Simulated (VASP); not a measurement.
A run of VASP 6.6.1:

The input INCAR:

```
  PREC = Accurate
  ENCUT = 520
  EDIFF = 1E-7
  ISMEAR = -1
  SIGMA = 0.05
  LREAL = F
  LASPH = T
  NELM = 60
  ALGO = Normal
  ISIF = 2
  LWAVE = F
  LCHARG = F
  GGA = PE
  NBANDS = 11
```

The input KPOINTS:

```
Automatic mesh
0
Gamma
  9 9 9
```

The input POSCAR:

```
Ca
1.0
   -2.0964874600      2.1017318100      2.4453524600
    2.0964874600     -2.1017318100      2.4453524600
    2.0964874600      2.1017318100     -2.4453524600
Ca
1
Direct
    0.5000000000      0.5000000000      0.0000000000
```

Potentials or basis: VASP PAW PBE potentials, release 64 (Ca_sv).

The run is started by

```console
$ cat potpaw_PBE.64/Ca_sv/POTCAR > POTCAR
$ mpirun -np 1 vasp_std > vasp.out
```

Hardware: 1 thread of AMD EPYC 7R43 64-Core Processor (Zen 3), with other jobs on the host.

Q: Estimate the wall time of this run.

A: Run time: 100 s on 1 thread of AMD EPYC 7R43 64-Core Processor (Zen 3) (shared host), peak memory 0.16 GiB. Counts: scf iterations 12, k points 125.
